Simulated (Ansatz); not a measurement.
A 5-atom cell of CsSnI3 started from a crystallographic database, relaxed with r2SCAN in the plane-wave code Ansatz. Space group Pm-3m (No. 221), cubic; a = 6.241 Å in the conventional setting, 48.63 Å³ an atom. Cs is surrounded by 12 I at 4.41 Å; Sn is surrounded by 6 I at 3.12 Å; I is surrounded by 2 Sn at 3.12 Å and 4 Cs at 4.41 Å.

The axes x, y and z are those of this cell:
```
CELL_PARAMETERS angstrom
6.24140 0.00000 0.00000
0.00000 6.24140 0.00000
0.00000 0.00000 6.24140
ATOMIC_POSITIONS crystal
Cs 0.00000 0.00000 0.00000
Sn 0.50000 0.50000 0.50000
I 0.00000 0.50000 0.50000
I 0.50000 0.00000 0.50000
I 0.50000 0.50000 0.00000
```

Unstrained: The PBE gap is direct at R: 0.382 eV. With r2SCAN the gap is 0.504 eV and direct, at R. HSE06 gives a direct gap of 0.847 eV at R. Meshes: PBE 4×4×4, r2SCAN 4×4×4, HSE06 2×2×2. Strains are changes of length per length, and xy shears are angles. After each strain the atoms were relaxed again with r2SCAN within the symmetry that the strain leaves, so tilts or polar shifts that break it weren't tested; points keep the names that they have in the unstrained zone. No spin polarisation and no zero-point or thermal motion.

Q: Estimate what biaxial +5.42 % in x and y, z held does to the gap.

A: PBE: the gap goes from 0.382 to 0.669 eV (+0.287 eV). r2SCAN: the gap goes from 0.504 to 0.814 eV (+0.310 eV). HSE06: the gap goes from 0.847 to 1.143 eV (+0.296 eV). The r2SCAN energy rises by 34.1 meV an atom.

Q: Estimate what xy shear, engineering strain (angle) +1.37 % does to the gap.

A: PBE: the gap goes from 0.382 to 0.370 eV (-0.012 eV). r2SCAN: the gap goes from 0.504 to 0.490 eV (-0.014 eV). HSE06: the gap goes from 0.847 to 0.834 eV (-0.013 eV). The r2SCAN energy rises by 0.1 meV an atom.

Q: Apply isotropic +3.47 % on every length. How far does the gap move, against the unstrained cell?

A: PBE: the gap goes from 0.382 to 0.779 eV (+0.397 eV). r2SCAN: the gap goes from 0.504 to 0.932 eV (+0.428 eV). HSE06: the gap goes from 0.847 to 1.259 eV (+0.412 eV). The r2SCAN energy rises by 25.1 meV an atom.

No spin-orbit coupling is included; it can move band edges with weight on the heavy atoms by tenths of an eV.

The meshes of the hybrids are coarse, so their gaps aren't converged to the digits shown.
